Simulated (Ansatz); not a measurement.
**CoO: which magnetic state is lowest?**

All numbers below come from Ansatz 0.2.0, DFT PBE, scalar-relativistic, plane waves, PAW.

```
Co O
1.0
     2.61615    0.00000    0.00000
     0.00000    2.61615    0.00000
     0.00000    0.00000    2.61615
Co O
1 1
Cartesian
  0.0000 0.0000 0.0000
  1.3081 1.3081 1.3081
```

```
plane-wave cutoff                               : 420 eV
Γ-centred k-mesh                                : 16×16×16
occupation rule                                 : Gaussian smearing, 0.1 eV
list of starting moments (μB, in atom order)    : 3 0
check for lower electronic states after the SCF : off
```

All runs keep this geometry, which isn't relaxed for the lowest state (largest force there 0.000 eV/Å, pressure -0.4 GPa) and needn't be a stable compound; relaxing each order would shift the differences by some 40 meV/atom, going by the pressures and a bulk modulus of about 150 GPa. A propagation vector, in units of the reciprocal vectors, doubles the cell, which takes an equally dense mesh. The large starts are 4.5 0 μB. The small starts are 0.5 0 μB. No Hubbard U is used, and semilocal functionals often make open-shell oxides metallic. Site moments are spin moments in atom-centred spheres that scale with the neighbour distance. The states are those that the runs reached from these starts; a lower one can exist.

| start | ends | energy above lowest (meV/atom) | site moments (μB) | gap on mesh (eV) | P (GPa) |
| --- | --- | --- | --- | --- | --- |
| no spin | non-magnetic | 363 | none over 0.05 | metal | -13.9 |
| ferromagnetic | ferromagnetic | 64.4 | Co +2.49, O +0.47 | metal | 0.0 |
| large parallel starting moments | ferromagnetic | 64.4 | Co +2.49, O +0.47 | metal | 0.0 |
| antiferromagnetic, doubled cell, propagation vector (0, 0, 1/2) | antiferromagnetic | 0.00 | Co +2.31, Co -2.31 | metal | -0.4 |
| antiferromagnetic, doubled cell, propagation vector (0, 1/2, 1/2) | antiferromagnetic | 98.5 | Co +2.43, Co -2.43 | metal | 3.2 |
| antiferromagnetic, doubled cell, propagation vector (1/2, 1/2, 1/2) | antiferromagnetic | 10.1 | Co +2.36, Co -2.36 | 0.48 | -0.3 |
| small parallel starting moments | ferromagnetic | 64.4 | Co +2.49, O +0.47 | metal | 0.0 |